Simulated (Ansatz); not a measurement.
# TiPbO₃: strain energy, fitted

TiPbO₃, Pm-3m, a = 3.967 Å. The structure is a Materials Project entry; whether it is the stable form wasn't checked. Ansatz: PBE, PAW, 420 eV, Γ-centred 8×8×8 mesh on 5 atoms, Gaussian smearing 0.02 eV; no spin polarisation. Series: equal strain along all axes, cell held, atoms fixed by symmetry; x is the strain in per cent. y is the free energy over the unstrained cell, V0 = 12.481 Å³/atom.

| x (%) | y (meV/atom) |
| --- | --- |
| -4.5 | 144.07 |
| -3.0 | ? |
| -1.5 | 14.38 |
| 0.0 | 0.00 |
| 1.5 | 12.97 |
| 3.0 | 49.26 |
| 4.5 | 105.39 |

Problem. Fit y = c2 x² + c3 x³ to the other rows, turn c2 into a modulus, and predict the missing energy.

Solution. Least squares on the rows shown. y = 6.1544 x² − 0.21285 x³. In eV per unit strain² c2 is 61.54; the stiffness is B for this strain (E = 9/2 B V0 ε², shape held): 2 × 61.54 × 160.2 / (9 × 12.481) = 176 GPa. At x = -3.0 the fit asked for gives 61.14 meV/atom. The run gave 60.66 meV/atom, so the fit is 0.48 meV/atom too high, 0.33 % of the span of the series, against an rms of 0.22 meV/atom on the fitted rows. With a term in x⁴ added, a fit to the same known rows predicts 60.72 meV/atom, so most of the miss is curvature that the known rows already hold.

Spin–orbit coupling is left out, which can shift energies with elements as heavy as these.

Symmetry holds off the tilts and polar distortions that many cubic perovskites undergo.